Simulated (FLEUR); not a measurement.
# NaF (Villiaumite) (Fm-3m) in FLEUR: notebook, part 2 of 2

FLEUR MaX-R8.1 (later development tree). Earlier steps stand in the parts before.

## 6. Equation of state, Wu-Cohen GGA, 12.99 Å³/atom (volume scaled by 1.04)

Changes to inp.xml since step 5:

```diff
@@ -24,3 +24,3 @@
       <xi:include xmlns:xi="http://www.w3.org/2001/XInclude" href="sym.xml"> </xi:include>
-      <bulkLattice scale="1.0000000000">
+      <bulkLattice scale="1.0131594038">
          <bravaisMatrix>
```

Potentials or basis: all-electron, FLAPW.

Launch:

```sh
$ inpgen -f crystal.txt -profile fastHighL
$ # inp.xml edited to the form shown
$ fleur_MPI
```

Wall time 22 s (1 thread of Arm Neoverse V2, shared host); peak memory 0.08 GiB.

It converged, with:

```yaml
Free_energy: -7132.9477 eV
Band_gap_on_the_k_mesh: 6.05 eV, direct
Valence_electrons_inside_the_program's_atomic_spheres: Na 8.02; F 6.74 (radii Na 2.11, F 1.83 bohr)
```

## 7. Equation of state, Wu-Cohen GGA, 13.24 Å³/atom (volume scaled by 1.06)

Changes to inp.xml since step 6:

```diff
@@ -24,3 +24,3 @@
       <xi:include xmlns:xi="http://www.w3.org/2001/XInclude" href="sym.xml"> </xi:include>
-      <bulkLattice scale="1.0131594038">
+      <bulkLattice scale="1.0196128224">
          <bravaisMatrix>
```

Launch:

```sh
$ inpgen -f crystal.txt -profile fastHighL
$ # inp.xml edited to the form shown
$ fleur_MPI
```

Run time: 24 s. Hardware: 1 thread of Arm Neoverse V2, shared host; peak memory 0.08 GiB.

It converged, with:

```yaml
Free_energy: -7132.9415 eV
Band_gap_on_the_k_mesh: 5.96 eV, direct
Valence_electrons_inside_the_program's_atomic_spheres: Na 8.02; F 6.74 (radii Na 2.11, F 1.83 bohr)
```

## 8. Equation of state, Wu-Cohen GGA

This step only gathers the single runs of the series.

Results:

```yaml
Equilibrium_volume: 12.51 Å³/atom
Bulk_modulus: 46 GPa
Pressure_derivative_of_the_bulk_modulus: "4.6 (rough: it moves with the points fitted)"
```

Energy against volume, from the lowest point:
```csv
volume (Å³/atom),energy (meV/atom)
11.738,7.65
11.988,3.35
12.487,0.00
12.987,2.47
13.236,5.52
```
